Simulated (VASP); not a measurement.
# GaN (P6_3mc): a series in uniaxial stress along [0001]

Strain engineering needs slopes: what does uniaxial stress along [0001] do to the lattice and the band edges of GaN?

Main program and level: VASP 6.6.1; LDA; plane waves and PAW (Ga_d, N), in the first sound run; inputs show where later runs differ.

This is a report of a sequence of runs, with most program output left out.

**1. The starting structure**

Symmetry: P6_3mc, No. 186, hexagonal system. The conventional cell has a = 3.189 Å, b = 3.189 Å, c = 5.185 Å, α = 90.00°, β = 90.00°, γ = 120.00°. Nearest to Ga lie 4 N at 1.95 Å. Nearest to N lie 4 Ga at 1.95 Å. Farther neighbours and most contacts between anions are not listed.

Structure file:

```cif
data_structure
_symmetry_space_group_name_H-M 'P6_3mc'
_symmetry_Int_Tables_number 186
_cell_length_a 3.1890
_cell_length_b 3.1890
_cell_length_c 5.1850
_cell_angle_alpha 90.000
_cell_angle_beta 90.000
_cell_angle_gamma 120.000
_cell_volume 45.67
loop_
_atom_site_label
_atom_site_type_symbol
_atom_site_symmetry_multiplicity
_atom_site_Wyckoff_symbol
_atom_site_fract_x
_atom_site_fract_y
_atom_site_fract_z
_atom_site_occupancy
Ga1 Ga 2 b 0.33333 0.66667 0.00000 1
N1 N 2 b 0.33333 0.66667 0.37700 1
```

**2. Relax the crystal, LDA**

The series starts from the cell that this level prefers, so that zero strain is near zero stress.

This step took 2 runs in a row; the last is shown.

Level: LDA; plane waves and PAW (Ga_d, N).

File INCAR:

```
SYSTEM = GaN
PREC = Accurate
ENCUT = 600
EDIFF = 1E-07
NELM = 120
ISMEAR = 0
SIGMA = 0.02
LREAL = .FALSE.
ALGO = Normal
GGA = CA
NBANDS = 24
LASPH = .TRUE.
LORBIT = 11
LWAVE = .FALSE.
LCHARG = .FALSE.
KPAR = 8
IBRION = 2
NSW = 40
ISIF = 3
EDIFFG = -0.005
POTIM = 0.4
```

File POSCAR:

```
GaN
1.0
    3.1569863175      0.0000000000      0.0000000000
   -1.5784931588      2.7340303507      0.0000000000
    0.0000000000      0.0000000000      5.1462929222
Ga N
2 2
Direct
    0.3333333333      0.6666666667      0.0002840337
    0.6666666667      0.3333333333      0.5002840337
    0.3333333333      0.6666666667      0.3767159663
    0.6666666667      0.3333333333      0.8767159663
```

File KPOINTS:

```
Automatic mesh
0
Gamma
11 11 6
0 0 0
```

The projector-augmented-wave data sets are Ga_d and N (LDA family, release 64).

On the command line:

```sh
$ mpirun -np 8 vasp_std
```

Wall time 14 s (8 MPI ranks of Intel Xeon 6975P-C (Granite Rapids), shared host); peak memory 1.7 GiB; 1.7 min of CPU time.

This run gave:

| Item | Value |
| --- | --- |
| energy(sigma→0) of the program | -27.9114 eV |
| stress, compression positive | xx, yy, zz 0.02, 0.02, 0.04 GPa |
| volume | 44.419 Å³ |
| ionic steps | 1 |

**3. Strain across the axis, LDA**

One member in full: the axis is strained by -1.5 %, and the two directions across it are strained alike until their mean stress is under 0.012 GPa or five steps are spent.

This step took 3 runs, each at a new trial strain with the atoms of the one before; the last is shown.

Level: LDA; plane waves and PAW (Ga_d, N).

Edit INCAR of step 2 so:

```diff
@@ -15,7 +15,7 @@
 LCHARG = .FALSE.
-KPAR = 8
-IBRION = 2
-NSW = 40
-ISIF = 3
-EDIFFG = -0.005
-POTIM = 0.4
+KPAR = 2
+IBRION = 1
+NSW = 25
+ISIF = 2
+EDIFFG = -0.004
+POTIM = 0.3
```

File POSCAR:

```
GaN
1.0
    3.1669084380      0.0000000000      0.0000000000
   -1.5834542190      2.7426231590      0.0000000000
    0.0000000000      0.0000000000      5.0690985280
Ga N
2 2
Direct
    0.3333333333      0.6666666667      0.9986714763
    0.6666666667      0.3333333333      0.4986714763
    0.3333333333      0.6666666667      0.3783285237
    0.6666666667      0.3333333333      0.8783285237
```

KPOINTS is that of step 2.

On the command line:

```sh
$ mpirun -np 2 vasp_std
```

It took 32 s on 2 MPI ranks; peak memory 0.38 GiB; 60 s of CPU time.

Read from the output:

| Item | Value |
| --- | --- |
| energy(sigma→0) of the program | -27.8993 eV |
| stress, compression positive | xx, yy, zz 0.00, 0.00, 5.57 GPa |
| ionic steps | 1 |

**4. Band edges, TB-mBJ with spin-orbit coupling**

Short lines in KPOINTS_OPT sample the zone centre along and across the axis, for masses, and the other valleys.

Level: TB-mBJ, spin-orbit coupling; plane waves and PAW (Ga_d, N).

TB-mBJ has no energy functional, so the total energy, stress and pressure in this output mean nothing.

File INCAR:

```
SYSTEM = GaN
PREC = Accurate
ENCUT = 600
EDIFF = 1E-06
NELM = 150
ISMEAR = 0
SIGMA = 0.02
LREAL = .FALSE.
ALGO = Normal
METAGGA = MBJ
LASPH = .TRUE.
LNONCOLLINEAR = .TRUE.
MAGMOM = 0 0 0 0 0 0 0 0 0 0 0 0
NBANDS = 46
GGA_COMPAT = .FALSE.
LSORBIT = .TRUE.
LWAVE = .FALSE.
LCHARG = .FALSE.
KPAR = 2
```

POSCAR is that of step 3.

File KPOINTS:

```
Automatic mesh
0
Gamma
9 9 5
0 0 0
```

File KPOINTS_OPT:

```
Line mode
6
Line-mode
Reciprocal
  0.00000000   0.00000000   0.00000000
  0.00000000   0.00000000   0.04033860

  0.00000000   0.00000000   0.00000000
 -0.02520146   0.01260073   0.00000000

  0.50000000   0.00000000   0.00000000
  0.50000000   0.00000000   0.50000000

  0.33333333   0.33333333   0.00000000
  0.33333333   0.33333333   0.50000000
```

On the command line:

```sh
$ mpirun -np 2 vasp_ncl
```

It took 8.6 min on 2 MPI ranks; peak memory 1.2 GiB; 17 min of CPU time.

**5. The whole series**

Runs beyond LDA use the data sets made with LDA; this shifts their levels slightly, and their total energies have another zero (at TB-mBJ, which has no energy functional, they mean nothing).

The other members went through these steps as far as the tables show, with the same cutoff and, step by step, the same mesh; 27 runs are not shown. The session took 3.4 core hours (wall time by ranks) on a shared machine.

```
strain along the axis (%)  strain across the axis (%)  stress along the axis, tension positive (GPa)  energy above the unstrained row (meV/atom)  gap on the mesh, LDA (eV)
                   -2.000                       0.428                                         -7.376                                       5.311                      2.178
                   -1.500                       0.314                                         -5.571                                       3.025                      2.178
                   -1.000                       0.209                                         -3.727                                       1.377                      2.174
                   -0.500                       0.105                                         -1.883                                       0.369                      2.155
                        0                       0.004                                         -0.034                                       0.000                      2.113
                    0.500                      -0.095                                          1.801                                       0.267                      2.069
                    1.000                      -0.190                                          3.631                                       1.167                      2.023
                    1.500                      -0.281                                          5.469                                       2.663                      1.976
                    2.000                      -0.368                                          7.292                                       4.824                      1.926
```

Slopes at zero strain, from cubics through all rows: strain ratio -0.199, stress over strain 369 GPa.

Band edges at TB-mBJ with spin-orbit coupling, counted from the valence-band top at Γ, spin-orbit pairs averaged, with one row partly withheld:

```
strain along the axis (%)  gap (eV)  conduction band at Γ (eV)  lowest conduction level on M–L (eV)  second valence level below the top (eV)  third valence level below the top (eV)
                   -2.000     3.322                      3.323                                5.644                                    0.091                                   0.092
                   -1.500     3.318                      3.318                                5.636                                    0.059                                   0.060
                   -1.000     3.310                      3.310                                5.626                                    0.027                                   0.029
                   -0.500     3.298                      3.298                                5.613                                    0.000                                   0.008
                        0     3.257                      3.257                                5.571                                    0.002                                   0.039
                    0.500         ?                          ?                                5.529                                    0.002                                   0.073
                    1.000     3.171                      3.171                                5.486                                    0.003                                   0.107
                    1.500     3.125                      3.125                                5.442                                    0.003                                   0.141
                    2.000     3.077                      3.077                                5.397                                    0.003                                   0.175
```

Conduction masses, in electron masses:

```
strain along the axis (%)  conduction mass at Γ, along the strain axis or the normal of the plane  conduction mass at Γ, across the strain axis or in the plane
                   -2.000                                                                   0.244                                                         0.253
                   -1.500                                                                   0.240                                                         0.254
                   -1.000                                                                   0.237                                                         0.255
                   -0.500                                                                   0.231                                                         0.254
                        0                                                                   0.231                                                         0.255
                    0.500                                                                   0.226                                                         0.256
                    1.000                                                                   0.220                                                         0.254
                    1.500                                                                   0.217                                                         0.254
                    2.000                                                                   0.213                                                         0.255
```

**6. Working out the slope**

The quantity to fit is the conduction level at Γ above the mean of the three top valence levels at TB-mBJ with spin-orbit coupling: 3.384, 3.358, 3.329, 3.301, 3.271, 3.207, 3.173, 3.136 eV in the rows shown.

A least-squares parabola through the 8 rows shown, with e the strain in %: E = − 0.002696 e² − 0.06164 e + 3.271 (eV), r.m.s. residual 4.6e-4 eV.

At e = 0.5 this predicts 3.2395 eV.

**7. Prediction against calculation**

The calculation gives 3.2400 eV, so the prediction is 0.0005 eV too low, within twice the residual of the fit.

**8. Results**

```yaml
poisson_ratio: 0.199
young_s_modulus_along_the_axis: 369 GPa
gap_of_the_unstrained_cell_tb_mbj_with_spin_orbit_coupling: 3.26 eV
slope_at_zero_strain_of_the_conduction_level_at_gamma_above_the_mean_of_the_three_top_valence_levels_tb_mbj_with_spin_orbit_coupling: -62 meV per %
error_of_the_predicted_row: -0.5 meV
```

As a check, the curvature of the energy gives 364 GPa for the same modulus (energy per volume = E/2 × strain²), 1 % from the slope of the stress. The energy also has a linear term worth 0.15 GPa that the stress column lacks, a mark of the finite basis. At TB-mBJ with spin-orbit coupling the lowest conduction valley is Γ throughout, and the gap runs between 3.08 and 3.32 eV. Hole masses are left out throughout, since the top bands are degenerate or cross in many series; of conduction masses, those of the Γ, L and (for Si and Ge under (001) strain) Δ valleys are kept where they change by under an eighth between rows. A measured gap of unstrained GaN is 3.4 eV (arxiv:cond-mat/0412304, experimental optical band gap (direct, Gamma), temperature not given); the static gaps here belong to the lattice relaxed at LDA. TB-mBJ is a potential fitted for gaps; it has no energy functional, so its total energies and forces mean nothing, and its bands tend to come out too narrow. Temperature, zero-point motion and excitons are left out.

[Lines on the potential files, build, host, timing and source positions are cut from VASP's logs without a mark.]

[Logs are printed without paths, hosts, clocks, repeated set-up lines and the standing remarks that a program may print on its own settings, such as how far it seeks lower states.]

[Hosts, paths, dates, database ids (printed as entryN), source tags and the programs' standing remarks are cut or masked in the printed files.]

[In band tables of VASP the shares of atoms and orbitals are scaled to a sum of 1 inside the atoms' spheres.]
